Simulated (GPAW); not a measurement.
# GaAs (F-43m) in GPAW: notebook, part 3 of 3

GPAW 26.7.0.

### 6 One-shot levels on a semilocal density, r2SCAN

Contents of run.py:

```python
import numpy as np
from ase import Atoms
from ase.dft.bandgap import bandgap
from ase.io import write
from ase.units import Ha
from gpaw import GPAW, PW
from gpaw.hybrids.energy import non_self_consistent_energy
from gpaw.new.pw.nschse import non_self_consistent_matrix_elements

atoms = Atoms(['As', 'Ga'],
              cell=[[0.0, 2.82685, 2.82685],
                    [2.82685, 0.0, 2.82685],
                    [2.82685, 2.82685, 0.0]],
              scaled_positions=[[0.75, 0.75, 0.75],
                                [0.0, 0.0, 0.0]],
              pbc=True)

calc = GPAW(mode=PW(450),
            xc='MGGA_X_R2SCAN+MGGA_C_R2SCAN',
            kpts={'size': (6, 6, 6), 'gamma': True},
            occupations={'name': 'fermi-dirac', 'width': 0.05},
            nbands=11,
            convergence={'density': 1e-06, 'bands': 9},
            maxiter=80,
            txt='gpaw.txt')
atoms.calc = calc
energy = atoms.get_potential_energy()
calc.write('gs.gpw')
write('result.traj', atoms)
print(f'Energy: {energy:.6f} eV')
print('Fermi level:', round(calc.get_fermi_level(), 4), 'eV')
print(f'Gap: {bandgap(calc)[0]:.4f} eV, direct: {bandgap(calc, direct=True)[0]:.4f} eV')

calc.write('wfs.gpw', mode='all')
eps = calc.eigenvalues()
free = calc.get_potential_energy(force_consistent=True)
semilocal_x = free + calc.get_xc_difference('MGGA_X_R2SCAN')  # without correlation
exact_x = non_self_consistent_energy(calc, 'EXX').sum()
h_x = non_self_consistent_matrix_elements(GPAW('wfs.gpw').dft, 'MGGA_X_R2SCAN')
h_exx = non_self_consistent_matrix_elements(GPAW('wfs.gpw').dft, 'EXX')
shift = np.einsum('sknn->skn', h_exx - h_x).real * Ha
np.savetxt('shift.dat', shift[..., :9].reshape((-1, 9)), fmt='%.4f')
occupied = eps < calc.get_fermi_level()
for name, a in {'r2SCAN0': 0.25, 'r2SCANh': 0.1, 'r2SCAN50': 0.5, 'r2SCAN-EpsX': 0.08}.items():
    levels = (eps + a * shift)[..., :9]
    gap = levels[~occupied[..., :9]].min() - levels[occupied[..., :9]].max()
    print(f'{name}: share {a}, energy {free + a * (exact_x - semilocal_x):.6f} eV, gap {gap:.4f} eV')
```

Potentials or basis: GPAW PAW data sets (gpaw-data 1.2.1), pw.

Started as:

```
$ OMP_NUM_THREADS=1 python run.py
```

gpaw.txt:

```text
__  _  _
 | _ |_)|_||  |
 |__||  | ||/\| - 26.7.0

Input parameters:
  mode=PW(ecut=450.00000000000006),
  convergence={'density': 1e-06, 'bands': 9},
  kpts=MonkhorstPack(size=(6, 6, 6), gamma=True),
  maxiter=80,
  nbands=11,
  occupations=Occupations(name='fermi-dirac', width=0.05),
  xc=XC(name='MGGA_X_R2SCAN+MGGA_C_R2SCAN')

Diagonalizing LCAO Hamiltonian
Converting LCAO to pw mode

                    As

       Ga

Atoms  # Å, Bohr magnetons
|   | symbol |        x |        y |        z |    initial magnetic moments |
|---|--------|----------|----------|----------|-----------------------------|
| 0 |     As | 4.240275 | 4.240275 | 4.240275 | ( 0.0000,  0.0000,  0.0000) |
| 1 |     Ga | 0.000000 | 0.000000 | 0.000000 | ( 0.0000,  0.0000,  0.0000) |

Unit cell  # Å
| periodic |        x |        y |        z |  lengths |    angles |
|----------|----------|----------|----------|----------|-----------|
|      yes | 0.000000 | 2.826850 | 2.826850 | 3.997770 | 60.000000 |
|      yes | 2.826850 | 0.000000 | 2.826850 | 3.997770 | 60.000000 |
|      yes | 2.826850 | 2.826850 | 0.000000 | 3.997770 | 60.000000 |

Number of symmetries: 24
Symmetry operations  # r_c * U_cc + t_c -> r_c
|    | kind |            matrix            |
|----|------|------------------------------|
|  0 |  E   |  1, 0, 0,  0, 1, 0,  0, 0, 1 |
|  1 |  σ   |  1, 0, 0,  0, 0, 1,  0, 1, 0 |
|  2 |  σ   |  1, 0,-1,  0, 1,-1,  0, 0,-1 |
|  3 |  C3  |  1, 0,-1,  0, 0,-1,  0, 1,-1 |
|  4 |  C3  |  1,-1, 0,  0,-1, 1,  0,-1, 0 |
[... 127 lines left out ...]
  Fourier metric: weight=20.0, sigma=0.015

occupation numbers:
  Fermi-Dirac:
    width: 0.0500  # eV

poisson solver:
  ecut: 3600.0000000000005  # eV

xc functional:
  name: MGGA_X_R2SCAN+MGGA_C_R2SCAN with 2 nearest neighbor stencil

convergence criteria:
- Maximum integral of absolute [dens]ity change: 1e-06 electrons / valence electron
- Maximum [total energy] change in last 3 cyles: 0.0005 eV / valence electron
- Maximum integral of absolute [eigenst]ate change: 4e-08 eV^2 / valence electron
maximum number of iterations: 80

SCF iterations
|iter     | |      energy | eigst |  dens |
|---------|-|-------------|-------|-------|
|iter:   1| |  -25.048768 | +1.34 |       |
|iter:   2| |  -24.211884 | -0.21 | -0.90 |
|iter:   3| |  -24.251366 | -0.59 | -0.90 |
|iter:   4| |  -24.241417 | -1.85 | -1.13 |
|iter:   5| |  -24.241636 | -3.26 | -2.00 |
|iter:   6| |  -24.241863c| -4.22 | -2.50 |
|iter:   7| |  -24.241867c| -5.97 | -3.42 |
|iter:   8| |  -24.241868c| -6.80 | -3.78 |
|iter:   9| |  -24.241868c| -8.16c| -4.56 |
|iter:  10| |  -24.241868c| -7.96c| -4.85 |
|iter:  11| |  -24.241868c| -8.91c| -6.03c|

Converged in 11 steps
Energy contributions relative to reference atoms: (reference = -114387.645129)

Energy contributions:
  Kinetic:          23.254615
  Coulomb:         -20.041092
  Zero:             -0.098401
  External:          0.000000
  Xc:              -27.356989
  Entropy:          -0.000000
  Spinorbit:         0.000000
  ----------------------------
  Free energy:     -24.241868
  Extrapolated:    -24.241868

dipole moment: (-10.960597, -10.960597, -10.960597)  # |e|*Ang

Fermi level: 5.219
Eigenvalues  # (at kpt = [0.000, 0.000, 0.000])
| band index |      eig [eV] | occ [0-2] |
|------------|---------------|-----------|
|          0 |        -8.515 |     2.000 |
|          1 |         4.656 |     2.000 |
|          2 |         4.656 |     2.000 |
|          3 |         4.656 |     2.000 |
|          4 |         5.728 |     0.000 |
|          5 |         8.741 |     0.000 |
|          6 |         8.741 |     0.000 |
|          7 |         8.741 |     0.000 |
|          8 |        12.967 |     0.000 |
|          9 |        15.214 |     0.000 |
|         10 |        15.214 |     0.000 |

Gap: 1.072 eV
Transition (v -> c):
  (s=0, k=0, n=3, [0.00, 0.00, 0.00]) -> (s=0, k=0, n=4, [0.00, 0.00, 0.00])
No difference between direct/indirect transitions
# Writing to gs.gpw (mode='')

# Writing to wfs.gpw (mode='all')
```

stdout:

```text
Energy: -24.241868 eV
Fermi level: 5.2193 eV
Gap: 1.0720 eV, direct: 1.0720 eV
IBZ(<points: 16, symmetries: 24>)
Occupied bands: 5
DFT energy: -24.241867520967677 eV
minus DFT-XC energy: 27.356988717373444 eV
Core-core contribution:          -4179.888
Valence-core contribution:         -24.693
Valence-valence contribution:      -57.022
r2SCAN0: share 0.25, energy -22.293478 eV, gap 2.1999 eV
r2SCANh: share 0.1, energy -23.462512 eV, gap 1.5231 eV
r2SCAN50: share 0.5, energy -20.345089 eV, gap 3.3278 eV
r2SCAN-EpsX: share 0.08, energy -23.618383 eV, gap 1.4329 eV
```

shift.dat:

```text
-7.3162 -2.4210 -2.4210 -2.4210 2.0906 2.7003 2.7003 2.7003 2.9455
-7.1707 -3.1042 -2.7672 -2.7672 2.4651 2.4449 3.1096 3.1096 2.7329
-7.2078 -3.2071 -2.5389 -2.5389 2.2660 2.8563 2.8563 2.8343 3.0347
-7.0322 -3.9059 -3.1527 -2.6016 2.6576 2.6098 3.0250 3.0574 2.8259
-6.4500 -4.9692 -4.0884 -3.2074 2.2523 3.5201 3.6710 3.3890 3.1739
-6.7529 -4.4661 -3.3164 -3.3164 2.0164 2.3460 3.8229 3.8229 3.5260
[... 8 lines left out ...]
-6.6191 -5.0017 -3.3533 -3.0592 2.3556 2.8311 3.1212 3.2372 3.2668
-6.6680 -5.1481 -2.8678 -2.8678 2.0909 2.8199 2.8199 2.9083 3.7126
```

It took 1.9 min on 1 thread of Arm Neoverse V2, shared host; peak memory 0.38 GiB.

Results:

```yaml
Free_energy: -24.2419 eV
Band_gap_on_the_k_mesh: 1.07 eV, direct
```

Band gaps from one-shot exact exchange on these states (eV): r2scan0 2.20, r2scanh 1.52, r2scan50 3.33, r2scan_epsx 1.43

Caveat: energy and the plain gap are those of the semilocal run; the hybrids' values are one shot on its orbitals and mesh; the PAW data sets were made with another functional, which shifts forces and pressure a little.

### 7 Overview

```tsv
task	level	potentials or basis	spin	k mesh	cutoff (eV)	smearing	maxiter	hybrids on these orbitals	oneshot functional	band path	band points	other keys	gap on the mesh (eV)	pressure (GPa)
equation of state	rSCAN	GPAW PAW data sets (gpaw-data 1.2.1), pw	off	8 × 8 × 8	600	fermi-dirac 0.05 eV	150	-	-	-	-	-	-	-
one-shot levels of the hybrid HSE06	LDA	the program's PAW data sets (release 1.2.1) made for this functional, pw	off	5 × 5 × 5	500	fermi-dirac 0.05 eV	150	["HSE06", "YS-PBE0", "HSE03"]	HSE06	-	-	-	0.35	-0.8
band structure	SOGGA	PAW data sets generated in the run's folder for this functional, pw	SOC, no magnetisation	8 × 8 × 8	600	fermi-dirac 0.05 eV	150	-	-	GXWKGLUWLK,UX	80	-	0.39	1.2
dielectric tensor	PBE	GPAW PAW data sets (gpaw-data 1.2.1), pw	off	7 × 7 × 7	450	fermi-dirac 0.001 eV	150	-	-	-	-	-	0.59	-
one-shot levels on a semilocal density	r2SCAN	GPAW PAW data sets (gpaw-data 1.2.1), pw	off	6 × 6 × 6	450	fermi-dirac 0.05 eV	80	-	-	-	-	several, not listed	1.07	-
```

Alike in all rows: cell as given.

Caveats: the PAW data sets were made with another functional, which shifts forces and pressure a little (some runs); energy and the plain gap are those of the semilocal run (some runs); the hybrids' values are one shot on its orbitals and mesh (some runs); the points scatter about the fit (some runs); the cutoff is short for stress and forces, so pressures can be off by a GPa or more (some runs); spin-orbit coupling was added after a scalar SCF, so levels and gaps hold it while energy, forces, pressure and moments don't (some runs); this program's spin-orbit splittings come out too wide for heavy elements (some runs).

Total energies depend on the potentials used, so only differences within one code and one set of settings carry meaning.

### 8 Against experiment

Step 3. Measured gap of GaAs: 1.412 eV (direct; 300 K; “Evidence of valence band perturbations in GaAsN/GaAs(001): A combined variable-angle spectroscopic ellipsometry and modulated photoreflectance investigation”, 2008, arxiv:0805.2212). This calculation gives 0.35 eV (-1.06 eV). So large a miss can be the level of theory's own, or it may mean another phase, state or a wrong row. 3 values of this kind are on record (1.412 to 1.51 eV); this one was drawn at random among those near their median, those with a stated uncertainty first. Spin-orbit coupling on As, Ga is left out. The value is that of LDA, without temperature or zero-point motion. Semilocal functionals fall short of measured gaps as a rule.

Step 4. Against the measured gap of GaAs, 1.418 eV (direct; 300 K; “Evidence of valence band perturbations in GaAsN/GaAs(001): A combined variable-angle spectroscopic ellipsometry and modulated photoreflectance investigation”, 2008, arxiv:0805.2212), the calculated 0.39 eV is off by -1.03 eV. So large a miss can be the level of theory's own, or it may mean another phase, state or a wrong row. 3 values of this kind are on record (1.412 to 1.51 eV); this one was drawn at random among those near their median, those with a stated uncertainty first. The value is that of SOGGA, without temperature or zero-point motion.

Step 5. The gap isn't set beside the deposited one, since this odd mesh misses points on the zone boundary. Against the measured high-frequency dielectric constant of GaAs, 10.89 (300 K; a printed reference work, textbook), the calculated 12.55 is off by +15.2 %.
